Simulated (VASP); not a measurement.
# CdSe (P6_3mc) in VASP: a series of runs

The runs below take CdSe through single point, with PBEsol+D4, PBEsol, PBE+D3(BJ).

Everything below comes from runs of VASP 6.6.1. Logs are shortened: lines on timing, memory, paths and dates and some standing lists are left out, and cuts for length are marked.

**Experimental background.**

From a printed reference work, data compilation, for a bulk crystal of CdSe at 2 K: band gap 1.841 eV.

The results are compared with them further down.

### 1 The cell of the first run

It takes space group P6_3mc (No. 186, hexagonal). Conventional cell: a = 4.273 Å, b = 4.273 Å, c = 6.976 Å, α = 90.00°, β = 90.00°, γ = 120.00°. Cd (site symmetry 3m) has 4 Se at 2.62 Å within 3.5 Å. Within 3.5 Å of Se (site symmetry 3m) lie 4 Cd at 2.62 Å.

### 2 Single point, PBEsol+D4

Input file INCAR:

```
SYSTEM = CdSe
ALGO = Normal
EDIFF = 1E-6
ENCUT = 520
GGA = PS
ISIF = 2
ISMEAR = -5
IVDW = 13
LASPH = .True.
LCHARG = .False.
LREAL = .False.
LWAVE = .False.
NBANDS = 26
NELM = 80
PREC = Accurate
SIGMA = 0.05
```

Input file KPOINTS:

```
k-points
0
Gamma
  7 7 4
  0 0 0
```

Input file POSCAR:

```
CdSe
1.0
    4.2733714055      0.0000000000      0.0000000000
   -2.1366857027      3.7008481970      0.0000000000
    0.0000000000      0.0000000000      6.9762711231
Cd Se
2 2
Direct
    0.6666666667      0.3333333333      0.5046988853
    0.3333333333      0.6666666667      0.0046988853
    0.6666666667      0.3333333333      0.8803011147
    0.3333333333      0.6666666667      0.3803011147
```

Potentials or basis: VASP PAW PBE potentials, release 64 (Cd, Se).

The run is started by

```bash
cat potpaw_PBE.64/Cd/POTCAR potpaw_PBE.64/Se/POTCAR > POTCAR
mpirun -np 1 vasp_std > vasp.out
```

OUTCAR:

```text
SYSTEM = CdSe
   EDIFF = 1E-6
   ENCUT = 520
   GGA = PS
   ISIF = 2
   ISMEAR = -5
   IVDW = 13
   LASPH = .True.
   LREAL = .False.
   NELM = 80
   PREC = Accurate

 ion  position               nearest neighbor table
   1  0.667  0.333  0.505-   4 2.62   4 2.62   4 2.62   3 2.62
   2  0.333  0.667  0.005-   3 2.62   3 2.62   3 2.62   4 2.62
   3  0.667  0.333  0.880-   2 2.62   2 2.62   2 2.62   1 2.62
   4  0.333  0.667  0.380-   1 2.62   1 2.62   1 2.62   2 2.62

  LATTYP: Found a hexagonal cell.
 ALAT       =     4.2733714055
 C/A-ratio  =     1.6324981990

  Lattice vectors:

 A1 = (   4.2733714055,   0.0000000000,   0.0000000000)
 A2 = (  -2.1366857027,   3.7008481970,   0.0000000000)
 A3 = (   0.0000000000,   0.0000000000,   6.9762711231)

Analysis of symmetry for initial positions (statically):
=====================================================================
 Subroutine PRICEL returns:
 Original cell was already a primitive cell.

 Routine SETGRP: Setting up the symmetry group for a
 hexagonal supercell.

 Subroutine GETGRP returns: Found 12 space group operations
 (whereof  6 operations were pure point group operations)
 out of a pool of 24 trial point group operations.

The static configuration has the point symmetry C_3v.
 The point group associated with its full space group is C_6v.

Analysis of symmetry for dynamics (positions and initial velocities):
=====================================================================
 Subroutine PRICEL returns:
 Original cell was already a primitive cell.

 Routine SETGRP: Setting up the symmetry group for a
 hexagonal supercell.

 Subroutine GETGRP returns: Found 12 space group operations
 (whereof  6 operations were pure point group operations)
 out of a pool of 24 trial point group operations.

The dynamic configuration has the point symmetry C_3v.
 The point group associated with its full space group is C_6v.

 Subroutine INISYM returns: Found 12 space group operations
 (whereof  6 operations are pure point group operations),
 and found     1 'primitive' translations

----------------------------------------------------------------------------------------

                                     Primitive cell

  volume of cell :     110.3304

  direct lattice vectors                    reciprocal lattice vectors
     4.273371405  0.000000000  0.000000000     0.234007276  0.135104164  0.000000000
    -2.136685703  3.700848197  0.000000000     0.000000000  0.270208327  0.000000000
     0.000000000  0.000000000  6.976271123     0.000000000  0.000000000  0.143343053

  length of vectors
     4.273371405  4.273371406  6.976271123     0.270208327  0.270208327  0.143343053

  position of ions in fractional coordinates (direct lattice)
     0.666666667  0.333333333  0.504698885
     0.333333333  0.666666667  0.004698885
     0.666666667  0.333333333  0.880301115
     0.333333333  0.666666667  0.380301115

  ion indices of the primitive-cell ions
   primitive index   ion index
                 1           1
                 2           2
                 3           3
                 4           4

----------------------------------------------------------------------------------------

 KPOINTS: k-points

Automatic generation of k-mesh.
 Grid dimensions read from file:
 generate k-points for:    7    7    4

 Generating k-lattice:

  Cartesian coordinates                     Fractional coordinates (reciprocal lattice)
     0.033429611  0.019300595  0.000000000     0.142857143  0.000000000  0.000000000
     0.000000000  0.038601190  0.000000000     0.000000000  0.142857143  0.000000000
     0.000000000  0.000000000  0.035835763     0.000000000  0.000000000  0.250000000

  Length of vectors
     0.038601190  0.038601190  0.035835763

  Shift w.r.t. Gamma in fractional coordinates (k-lattice)
     0.000000000  0.000000000  0.000000000

 TETIRR: Found    210 inequivalent tetrahedra from     1176

 Subroutine IBZKPT returns following result:
 ===========================================

 Found     24 irreducible k-points:

 Following reciprocal coordinates:
            Coordinates               Weight
  0.000000  0.000000  0.000000      1.000000
  0.142857  0.000000  0.000000      6.000000
  0.285714  0.000000  0.000000      6.000000
  0.428571  0.000000  0.000000      6.000000
  0.142857  0.142857  0.000000      6.000000
  0.285714  0.142857  0.000000     12.000000
[... 16 lines left out ...]
  0.428571  0.142857  0.500000      6.000000
  0.285714  0.285714  0.500000      6.000000
   k-points           NKPTS =     24   k-points in BZ     NKDIM =     24   number of bands    NBANDS=     26
   number of dos      NEDOS =    301   number of ions     NIONS =      4
   total plane-waves  NPLWV =  55296
   dimension x,y,z NGX =    32 NGY =   32 NGZ =   54
   dimension x,y,z NGXF=    64 NGYF=   64 NGZF=  108
   ions per type =               2   2
   NGX,Y,Z   is equivalent  to a cutoff of  12.45, 12.45, 12.87 a.u.
   NGXF,Y,Z  is equivalent  to a cutoff of  24.90, 24.90, 25.74 a.u.
 SYSTEM =  CdSe
   PREC   = accura    normal or accurate (medium, high low for compatibility)
   ISTART =      0    job   : 0-new  1-cont  2-samecut
   ICHARG =      2    charge: 1-file 2-atom 10-const
   ISPIN  =      1    spin polarized calculation?
   LNONCOLLINEAR =      F non collinear calculations
   LSORBIT =      F    spin-orbit coupling
   LASPH  =      T    aspherical Exc in radial PAW
   ENCUT  =  520.0 eV  38.22 Ry    6.18 a.u.   7.95  7.95 12.97*2*pi/ulx,y,z
   NELM   =     80;   NELMIN=  2; NELMDL= -5     # of ELM steps
   EDIFF  = 0.1E-05   stopping-criterion for ELM
   LREAL  =      F    real-space projection
   EDIFFG = 0.1E-04   stopping-criterion for IOM
   NSW    =      0    number of steps for IOM
   IBRION =     -1    ionic relax: 0-MD 1-quasi-New 2-CG
   NFREE  =      0    steps in history (QN), initial steepest desc. (CG)
   ISIF   =      2    stress and relaxation
   ISYM   =      2    0-nonsym 1-usesym 2-fastsym
   POTIM  = 0.5000    time-step for ionic-motion
   TEBEG  =    0.0;   TEEND  =   0.0 temperature during run
   PSTRESS=    0.0 pullay stress
   NELECT =      36.0000    total number of electrons
   NUPDOWN=      -1.0000    fix difference up-down
   EMIN   =  10.00;   EMAX   =-10.00  energy-range for DOS
   EFERMI =   0.00;   METHOD = LEGACY
   ISMEAR =    -5;   SIGMA  =   0.05  broadening in eV -4-tet -1-fermi 0-gaus
   EFERMI_NEDOS =   21; number of points for ismear=-14 and -15
   IALGO  =     38    algorithm
   IMIX   =      4    mixing-type and parameters
     AMIX     =   0.40;   BMIX     =  1.00
     AMIX_MAG =   1.60;   BMIX_MAG =  1.00
  volume/ion in A,a.u.               =      27.58       186.14
  Fermi-wavevector in a.u.,A,eV,Ry     =   1.127052  2.129819 17.282745  1.270246
  Thomas-Fermi vector in A             =   2.263736
   LORBIT       =      0    0 simple, 1 ext, 2 COOP (PROOUT), +10 PAW based schemes
   GGA     = PS    functional components
   LHFCALC =     F    Hartree Fock is set to
   AEXX    =    0.0000 exact exchange contribution
   IVDW    =    13    specifies the selected vdW correction
   LEPSILON=     F    determine dielectric tensor
   LRPA    =     F    only Hartree local field effects (RPA)
 non-spin polarized calculation
 Fermi weights with tetrahedron method with Bloechl corrections
  energy-cutoff  :      520.00
  volume of cell :      110.33
 maximum number of plane-waves:      3000
 NGX is ok and might be reduce to    32
   NGX = 15   NGY = 15   NGZ = 25

 number of electron      36.0000001 magnetization

 Free energy of the ion-electron system (eV)
  ---------------------------------------------------
  ext. energy  EPLUGINS =         0.00000000
  ---------------------------------------------------
  free energy    TOTEN  =       -12.33766417 eV

  energy without entropy =      -12.33766417  energy(sigma->0) =      -12.33766417

 E-fermi :   1.0060     XC(G=0):  -9.1811

 val. band max:        0.9764326034   @ k =   0.0000   0.0000   0.0000
 cond. band min:       1.5570699885   @ k =   0.0000   0.0000   0.0000
 fundamental gap:      0.5806373851
 Fermi energy:         1.0060465259

 k-point     1 :       0.0000    0.0000    0.0000
  band No.  band energies     occupation
      1     -11.7693      2.00000
      2     -11.3659      2.00000
      3      -7.0026      2.00000
      4      -6.9947      2.00000
      5      -6.9947      2.00000
      6      -6.9223      2.00000
[... 18 lines left out ...]
     25       7.9469      0.00000
     26       8.6283      0.00000

 k-point     2 :       0.1429    0.0000    0.0000
  band No.  band energies     occupation
      1     -11.7033      2.00000
      2     -11.3359      2.00000
      3      -6.9822      2.00000
      4      -6.9713      2.00000
      5      -6.9475      2.00000
      6      -6.8930      2.00000
[... 18 lines left out ...]
     25       8.2504      0.00000
     26       8.4318      0.00000

 k-point     3 :       0.2857    0.0000    0.0000
  band No.  band energies     occupation
      1     -11.5452      2.00000
      2     -11.2758      2.00000
      3      -6.9396      2.00000
      4      -6.9272      2.00000
      5      -6.8375      2.00000
      6      -6.8152      2.00000
[... 18 lines left out ...]
     25       8.6402      0.00000
     26       8.8598      0.00000

 k-point     4 :       0.4286    0.0000    0.0000
  band No.  band energies     occupation
      1     -11.3984      2.00000
      2     -11.2450      2.00000
      3      -6.9161      2.00000
      4      -6.9030      2.00000
      5      -6.7610      2.00000
      6      -6.7583      2.00000
[... 18 lines left out ...]
     25       8.8502      0.00000
     26      10.2145      0.00000
[... 496 lines left out ...]
      1     -11.3351      2.00000
      2     -11.3351      2.00000
      3      -6.8743      2.00000
      4      -6.8743      2.00000
      5      -6.8394      2.00000
      6      -6.8394      2.00000
[... 18 lines left out ...]
     25       8.6199      0.00000
     26       8.6199      0.00000

 k-point    23 :       0.4286    0.1429    0.5000
  band No.  band energies     occupation
      1     -11.2898      2.00000
      2     -11.2898      2.00000
      3      -6.8666      2.00000
      4      -6.8666      2.00000
      5      -6.8254      2.00000
      6      -6.8254      2.00000
[... 18 lines left out ...]
     25       9.3106      0.00000
     26       9.3106      0.00000

 k-point    24 :       0.2857    0.2857    0.5000
  band No.  band energies     occupation
      1     -11.2795      2.00000
      2     -11.2795      2.00000
      3      -6.8490      2.00000
      4      -6.8490      2.00000
      5      -6.8266      2.00000
      6      -6.8266      2.00000
[... 18 lines left out ...]
     25       8.9847      0.00000
     26       8.9847      0.00000

------------------------ aborting loop because EDIFF is reached ----------------------------------------

  DFT-D4 for vdW energy calculation

  Edisp (eV):   -0.78025

  FORCE on cell =-STRESS in cart. coord.  units (eV):
  Direction    XX          YY          ZZ          XY          YZ          ZX
  --------------------------------------------------------------------------------------
  -------------------------------------------------------------------------------------
  Total       0.24738     0.24738     0.25278     0.00000    -0.00000     0.00000
  in kB       3.59233     3.59233     3.67081     0.00000    -0.00000     0.00000
  external pressure =        3.62 kB  Pullay stress =        0.00 kB

 VOLUME and BASIS-vectors are now :
 -----------------------------------------------------------------------------
  energy-cutoff  :      520.00
  volume of cell :      110.33
      direct lattice vectors                 reciprocal lattice vectors
     4.273371405  0.000000000  0.000000000     0.234007276  0.135104164  0.000000000
    -2.136685703  3.700848197  0.000000000     0.000000000  0.270208327  0.000000000
     0.000000000  0.000000000  6.976271123     0.000000000  0.000000000  0.143343053

 POSITION                                       TOTAL-FORCE (eV/Angst)
 -----------------------------------------------------------------------------------
      2.13669      1.23362      3.52092         0.000000     -0.000000      0.002084
     -0.00000      2.46723      0.03278        -0.000000      0.000000      0.002084
      2.13669      1.23362      6.14122        -0.000000      0.000000     -0.002084
     -0.00000      2.46723      2.65308         0.000000     -0.000000     -0.002084
 -----------------------------------------------------------------------------------
    total drift:                               -0.000000     -0.000000     -0.000024

  FREE ENERGIE OF THE ION-ELECTRON SYSTEM (eV)
  ---------------------------------------------------
  free  energy   TOTEN  =       -13.1179137922 eV

  energy  without entropy=      -13.1179137922  energy(sigma->0) =      -13.11791379
```

It took 66 s on 1 thread of AMD EPYC 7R13, shared host; peak memory 0.22 GiB.

What came out:

* Free energy: -13.1179 eV
* Pressure: 0.4 GPa
* Band gap on the k mesh: 0.58 eV
* Dispersion energy per atom: -0.195 eV

Forces in eV/Å, atoms in the order of the input:
```
Cd   0.000  0.000  0.002
Cd   0.000  0.000  0.002
Se   0.000  0.000 -0.002
Se   0.000  0.000 -0.002
```

Levels at points of the mesh, in eV from the valence-band top:
```csv
k point,band 14,band 15,band 16,band 17,band 18,band 19,band 20,band 21,band 22,band 23
"(0.00, 0.00, 0.00)",-0.80,-0.80,-0.06,0.00,0.00,0.58,2.12,5.78,5.78,6.06
"(0.00, 0.00, 0.50)",-2.77,-0.42,-0.42,-0.42,-0.42,2.31,2.31,5.77,5.77,6.18
```

Caveat: the PAW data sets were made with another functional, which shifts forces and pressure a little.

### 3 Single point, PBEsol

This run uses another cell than the first one, of 28.10 Å³/atom.

Input file INCAR:

```
PREC = Accurate ; ENCUT = 520
EDIFF = 1E-6 ; ISMEAR = 0
SIGMA = 0.05 ; LREAL = F
LASPH = T ; NELM = 80
ALGO = Normal ; ISIF = 2
LWAVE = F ; LCHARG = F
GGA = PS ; NBANDS = 26
```

Input file KPOINTS:

```
Automatic mesh
0
Gamma
  7 7 4
```

Input file POSCAR:

```
CdSe
1.0
    4.3000000000      0.0000000000      0.0000000000
   -2.1500000000      3.7239092363      0.0000000000
    0.0000000000      0.0000000000      7.0200000000
Cd Se
2 2
Direct
    0.6666666667      0.3333333333      0.5000000000
    0.3333333333      0.6666666667      0.0000000000
    0.6666666667      0.3333333333      0.8850000000
    0.3333333333      0.6666666667      0.3850000000
```

Potentials or basis: VASP PAW PBE potentials, release 64 (Cd, Se).

The run is started by

```bash
cat potpaw_PBE.64/Cd/POTCAR potpaw_PBE.64/Se/POTCAR > POTCAR
mpirun -np 1 vasp_std > vasp.out
```

Run time: 92 s. Hardware: 1 thread of AMD EPYC 7R13, shared host; peak memory 0.22 GiB.

It converged, with:

| Property | Result |
| --- | --- |
| Free energy | -12.3306 eV |
| Pressure | 0.5 GPa |
| Largest force | 0.275 eV/Å |
| Band gap on the k mesh | 0.58 eV |

Forces in eV/Å, atoms in the order of the input:
```
Cd   0.000  0.000  0.275
Cd   0.000  0.000  0.275
Se   0.000  0.000 -0.275
Se   0.000  0.000 -0.275
```

Stress tensor (GPa, compression positive):
```
 1.13  0.00  0.00
 0.00  1.13  0.00
 0.00  0.00 -0.77
```

Levels at points of the mesh, in eV from the valence-band top:
```csv
k point,band 14,band 15,band 16,band 17,band 18,band 19,band 20,band 21,band 22,band 23
"(0.00, 0.00, 0.00)",-0.73,-0.73,-0.01,0.00,0.00,0.58,2.01,5.79,5.79,6.05
"(0.00, 0.00, 0.50)",-2.61,-0.38,-0.38,-0.38,-0.38,2.24,2.24,5.72,5.72,6.18
```

Caveat: the PAW data sets were made with another functional, which shifts forces and pressure a little.

(Part 1 of 2 ends here.)
